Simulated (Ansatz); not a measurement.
**As in Ansatz: the effect of target pressure**

Crystal: As.

```xyz
2
Lattice="1.8808 1.0859 3.5141 -1.8808 1.0859 3.5141 0.0000 -2.1718 3.5141" Properties=species:S:1:pos:R:3 pbc="T T T"
As    0.0000    0.0000    2.3825
As    0.0000    0.0000    8.1597
```

Alike in all runs:

| Quantity | Value |
| --- | --- |
| Program | Ansatz 0.2.0 |
| Task | relaxation of cell and atoms |
| Functional | PBEsol |
| Potentials or basis | Ansatz PAW |
| Cutoff | 420 eV (not typed: the program's choice for these potentials) |
| k mesh | 9 × 9 × 9 |
| Occupations | fermi-dirac, width 0.05 eV |
| Spin | no spin polarisation |

Each run relaxes the cell or the atoms first.

```tsv
target pressure	relaxed volume (Å³/atom)
0 GPa	20.87
2 GPa	20.18
5 GPa	19.35
10 GPa	18.30
20 GPa	16.87
30 GPa	?
```

Q: What does the run with target pressure 30 GPa give?

A: Relaxed volume 15.74 Å³/atom.

Worked out: In Murnaghan's law V^(-B') rises as a straight line in P. The other rows fit best with B' = 4.6, V0 = 20.87 Å³/atom and B0 = 55 GPa, which gives 15.90 Å³/atom at 30 GPa, against the run's 15.74.

Caveats: the plane-wave basis is chosen anew once the cell has moved, so the energies of steps on either side of that aren't comparable; the PAW data sets come from PBE, with cores solved anew for the run's functional, which leaves a small shift of forces and pressure; the volume moved by over 15 % at a fixed basis, so the end points are rough (some runs).
